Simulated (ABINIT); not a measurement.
A run of ABINIT 10.8.3 (patched build) is set up as follows.

The input run.abi:

```
# Pseudopotentials
pp_dirpath "./"
pseudos "Te.upf, Sn.upf"

# Structure
acell 3*1.0
rprim
     0.0000000000     5.9542435598     5.9542435598
     5.9542435598     0.0000000000     5.9542435598
     5.9542435598     5.9542435598     0.0000000000
ntypat 2
znucl 52 50
natom 2
typat 1 2
chkprim 0
chksymtnons 0
tolsym 1.0e-6
xred
            1/2            1/2            1/2
            0.0            0.0            0.0

# Plane-wave basis
ecut 1088.455450 eV
ecutsm 0.5

# k points
kptopt 1
ngkpt 5 5 5
nshiftk 1
shiftk 0.0 0.0 0.0

# Exchange and correlation
ixc 7

# Bands and occupations
nband 19
occopt 3
tsmear 0.05 eV

# SCF cycle
nstep 80
tolvrs 1.0e-12

# Output
iomode 3
prteig 0
prtebands 0
prtwf 0
prtden 0

# Relaxation
ionmov 2
optcell 2
ntime 50
tolmxf 2.0e-5
dilatmx 1.08
```

Potentials or basis: PseudoDojo NC SR LDA v0.4.1 standard.

Run with:

```bash
$ mpirun --bind-to none -np 4 abinit run.abi > log 2>&1
```

Q: Predict the relaxed cell.

A: a = 4.407 Å, b = 4.407 Å, c = 4.407 Å, α = 60.00°, β = 60.00°, γ = 60.00°.

Q: What does it give for the space group after relaxing (to 0.05 Å)?

A: Fm-3m (No. 225).

Final structure:
```
Te Sn
1.0
     0.00000    3.11636    3.11636
     3.11636    0.00000    3.11636
     3.11636    3.11636    0.00000
Te Sn
1 1
Cartesian
  3.1164 3.1164 3.1164
  0.0000 0.0000 0.0000
```

 Zero-point motion and thermal expansion aren't in these numbers.
